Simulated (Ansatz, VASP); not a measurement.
# Two plane-wave programs on WC (Qusongite)

```
W C
1.0
     2.93052    0.00000    0.00000
    -1.46526    2.53790    0.00000
     0.00000    0.00000    2.86004
W C
1 1
Cartesian
  0.0000 0.0000 0.0000
  1.4653 0.8460 1.4300
```

Alike in both runs: task single point; functional PBEsol; k mesh 11 × 11 × 10; occupations fermi-dirac, width 0.05 eV; no spin polarisation.

|  | VASP | Ansatz |
| --- | --- | --- |
| version | VASP 6.6.1 | Ansatz 0.2.0 |
| potentials or method | VASP PAW PBE potentials, release 64 (W_sv, C) | plane waves, PAW |
| plane-wave cutoff (eV) | 520 | 500 |
| valence electrons in the cell | 18 | 18 |

```tsv
	VASP	Ansatz	Ansatz less VASP
pressure (GPa)	-11.6	-12.7	-1.12
largest component of the traceless stress (GPa)	1.39	1.61	+0.217
```

The functional is the same, so the differences come from potentials, cutoffs and numerics. Ansatz warned: «structure_snapped_to_symmetry».

Caveats: the PAW data sets were made with another functional, which shifts forces and pressure a little (VASP). Spin-orbit coupling is left out, which matters for the levels of W.
